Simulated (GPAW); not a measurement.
Runs of GPAW 26.7.0 on Mo. The cell holds a slab with vacuum, 6 atoms: a = 2.850 Å, b = 2.850 Å, c = 25.075 Å, α = 90.00°, β = 90.00°, γ = 90.00°. The slab is cut from a database's or a generator's crystal, which needn't be the stable form of the element.

```tsv
task	level	potentials or basis	cell	series job	gap on the mesh (eV)	largest force (eV/Å)	work function (eV)
single point	LDA	the program's PAW data sets (release 1.2.1) made for this functional, pw	the (1 0 0) slab of Mo, cut from the database cell, not relaxed	-	none	(c)	4.65
single point	PBEsol	PAW data sets generated in the run's folder for this functional, pw	the (1 0 0) slab of Mo, cut from the database cell, not relaxed	-	none	0.90	4.46
single point	r2SCAN	GPAW PAW data sets (gpaw-data 1.2.1), pw	the (1 0 0) slab of Mo, cut from the database cell, not relaxed	-	none	0.53	4.39
single point	vdW-DF-cx	GPAW PAW data sets (gpaw-data 1.2.1), pw	the (1 0 0) slab of Mo, cut from the database cell, not relaxed	-	none	(a)	4.54
single point	BEEF-vdW	GPAW PAW data sets (gpaw-data 1.2.1), pw	the (1 0 0) slab of Mo, cut from the database cell, not relaxed	-	none	(b)	4.55
single point	RPBE	the program's PAW data sets (release 1.2.1) made for this functional, pw	the (1 0 0) slab of Mo, cut from the database cell, not relaxed	-	none	0.34	4.20
single point	PBE	GPAW PAW data sets (gpaw-data 1.2.1), pw	the (1 0 0) slab of Mo, cut from the database cell, not relaxed	-	none	0.53	4.35
single point	revPBE	the program's PAW data sets (release 1.2.1) made for this functional, pw	the (1 0 0) slab of Mo, cut from the database cell, not relaxed	-	none	0.40	4.22
single point	WC	PAW data sets generated in the run's folder for this functional, pw	the (1 0 0) slab of Mo, cut from the database cell, not relaxed	-	none	0.84	4.46
```

Alike in all rows: no spin polarisation; k mesh 9 × 9 × 1; cutoff (eV) 450; smearing fermi-dirac 0.05 eV.

Problem. Fill in the values left out.

Solution. (a) 0.66; (b) 0.35; (c) 1.16.

Caveats: the PAW data sets were made with another functional, which shifts forces and pressure a little (some runs).

A k mesh can miss the band edges, and the runs leave out spin-orbit coupling on Mo.

A gap of «none» marks a metal or a gap under the smearing width.
